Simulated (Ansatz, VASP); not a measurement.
Sn3Se: VASP beside Ansatz

```xyz
4
Lattice="0.0000 3.6827 3.6827 3.6827 0.0000 3.6827 3.6827 3.6827 0.0000" Properties=species:S:1:pos:R:3 pbc="T T T"
Sn    3.6827    3.6827    3.6827
Sn    5.5240    5.5240    5.5240
Sn    1.8413    1.8413    1.8413
Se    0.0000    0.0000    0.0000
```

The cell comes from a database or a generator and needn't be the stable form of this composition.

Alike in both runs: task single point; functional LDA; k mesh 6 × 6 × 6; occupations fermi-dirac, width 0.05 eV; no spin polarisation.

|  | VASP | Ansatz |
| --- | --- | --- |
| version | VASP 6.6.1 | Ansatz 0.2.0 |
| potentials or method | VASP PAW LDA potentials, release 64 (Sn_d, Se) | Ansatz PAW |
| plane-wave cutoff (eV) | 520 | 420 |
| valence electrons in the cell | 48 | 58 |

```csv
,VASP,Ansatz,Ansatz less VASP
gap on the k mesh at the Fermi level (eV),none,none,-
pressure (GPa),-2.6,-2.6,-0.07
```

A gap of «none» marks a metal or a gap that the smearing closes. The two sets of potentials don't hold the same shells in valence.

Caveats: the PAW data sets come from PBE, with cores solved anew for the run's functional, which leaves a small shift of forces and pressure (Ansatz).
